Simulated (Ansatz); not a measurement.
Wanted: the native input for an Ansatz 0.2.0 run.

| Property | Result |
| --- | --- |
| Task | relaxation of cell and atoms |
| Functional | r2SCAN |
| Potentials or basis | Ansatz PAW |
| Cutoff | 500 eV (not typed: the program's choice for these potentials) |
| k mesh | 12 × 12 × 12 |
| Occupations | fermi-dirac, width 0.05 eV |
| Spin | no spin polarisation |

Ir:

```
CELL_PARAMETERS angstrom
0.00000 1.91560 1.91560
1.91560 0.00000 1.91560
1.91560 1.91560 0.00000
ATOMIC_POSITIONS crystal
Ir 0.00000 0.00000 0.00000
```

The input as run:

input.yaml

```yaml
crystal:
  lattice:
    - [0.0, 1.9156, 1.9156]
    - [1.9156, 0.0, 1.9156]
    - [1.9156, 1.9156, 0.0]
  atoms:
    - { symbol: Ir, position: [0.0, 0.0, 0.0] }
hamiltonian:
  xc: r2scan
  pseudopotentials: { kind: paw }
kpoints:
  mp_grid: { grid: [12, 12, 12] }
scf:
  occupations: { method: fermi_dirac, width: 0.05 }
output:
  forces: true
  stress: true
  eigenvalues: true
relax:
  f_tol: 0.01
  max_steps: 40
  cell: { stress_tol: 0.05 }
```

Potentials or basis: Ansatz PAW.

Launch:

```sh
$ ansatz run input.yaml --threads 2 --pin off --max-ram 5632MiB --backend cpu --events-out ev --progress --plain --runs-dir out
```

Results of the run:

```
Relaxed volume                         : 14.19 Å³/atom
Relaxed cell                           : a = 2.717 Å, b = 2.717 Å, c = 2.717 Å, α = 60.00°, β = 60.00°, γ = 60.00°
Space group after relaxing (to 0.05 Å) : Fm-3m (No. 225)
Energy gained by relaxing              : 1.4 meV/atom
Ionic steps                            : 4
Pressure after relaxing                : 0.0 GPa
Band gap on the k mesh                 : none (metal or under the smearing width)
```

Caveat: the plane-wave basis is chosen anew once the cell has moved, so the energies of steps on either side of that aren't comparable; the PAW data sets come from PBE, with cores solved anew for the run's functional, which leaves a small shift of forces and pressure.

Wall time 5.5 s on 2 threads of Arm Neoverse V2 (shared host), peak memory 0.31 GiB.
